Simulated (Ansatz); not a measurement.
**Y: a trial structure relaxed**

Aim: relax Y from this start, iodine type (Cmce, No. 64), and see where it ends.

Program: Ansatz 0.2.0. Level of theory: DFT PBE, scalar-relativistic, plane waves, PAW. These are calculated values, not measurements.

## Step 1: Starting point

Symmetry: Cmce, No. 64, orthorhombic system. The conventional cell has a = 6.813 Å, b = 4.503 Å, c = 9.184 Å, α = 90.00°, β = 90.00°, γ = 90.00°. Y (site symmetry m) has 1 Y at 2.54 Å as nearest neighbours.

Coordinates:

```
CELL_PARAMETERS angstrom
3.40647 -2.25142 0.00000
3.40647 2.25142 0.00000
0.00000 0.00000 9.18410
ATOMIC_POSITIONS crystal
Y 0.85000 0.15000 0.11700
Y 0.65000 0.35000 0.61700
Y 0.15000 0.85000 0.88300
Y 0.35000 0.65000 0.38300
```

(A quick probe on a coarse mesh, which set the mesh and smearing, is not shown.)

## Step 3: A loose first relaxation

The input, input.yaml:

```yaml
crystal:
  lattice:
    - [3.4064735246, -2.2514184081, 0.0]
    - [3.4064735246, 2.2514184081, 0.0]
    - [0.0, 0.0, 9.1840967804]
  atoms:
    - { symbol: "Y", position: [0.85, 0.15, 0.117] }
    - { symbol: "Y", position: [0.65, 0.35, 0.617] }
    - { symbol: "Y", position: [0.15, 0.85, 0.883] }
    - { symbol: "Y", position: [0.35, 0.65, 0.383] }
basis:
  ecutwfc: 420
kpoints:
  mp_grid: { grid: [4, 4, 2] }
hamiltonian:
  xc: pbe
scf:
  occupations: { method: gaussian, width: 0.1 }
  lower_state_search: "off"
output:
  forces: true
  stress: true
  eigenvalues: true
relax:
  adjacent_minimum: "off"
  f_tol: 0.04
  max_steps: 70
  cell: { stress_tol: 0.4 }
```

The session goes on with these runs: a loose first relaxation; full relaxation.

Q: Predict the outcome of this session.

The runs gave:

```
           quantity                                                                      value
cell (conventional)  a = 5.062 Å, b = 5.062 Å, c = 5.062 Å, α = 90.00°, β = 90.00°, γ = 90.00°
        space group                                                            Fm-3m (No. 225)
             volume                                                              32.43 Å³/atom
    gap on the mesh                                                               none (metal)
```

What this shows: The structure ended in another space group than at the start: Cmce to Fm-3m.
